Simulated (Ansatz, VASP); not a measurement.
## Two plane-wave programs on GaP

```
Ga P
1.0
     0.00000    2.61491    2.75254
     2.61491    0.00000    2.75254
     2.61491    2.61491    0.00000
Ga P
1 1
Direct
  0.00000 0.00000 0.00000
  0.75000 0.75000 0.75000
```

Change from the starting cell: strain -0.050 along x and y, +0.000 along z, atoms carried along.

Alike in both runs: task single point; functional PBE; k mesh 8 × 8 × 8; occupations gaussian, width 0.05 eV; no spin polarisation.

|  | VASP | Ansatz |
| --- | --- | --- |
| version | VASP 6.6.1 | Ansatz 0.2.0 |
| potentials or method | VASP PAW PBE potentials, release 64 (Ga_d, P) | scalar-relativistic, plane waves, PAW |
| plane-wave cutoff (eV) | 520 | 420 |
| valence electrons in the cell | 18 | 18 |

```csv
,VASP,Ansatz,Ansatz less VASP
gap on the k mesh at the Fermi level (eV),1.25,1.25,0.000
least direct gap on the mesh (eV),2.31,2.31,-0.001
pressure (GPa),9.8,9.9,+0.08
largest component of the traceless stress (GPa),2.78,2.77,-0.009
```

A k mesh can miss the band edges.
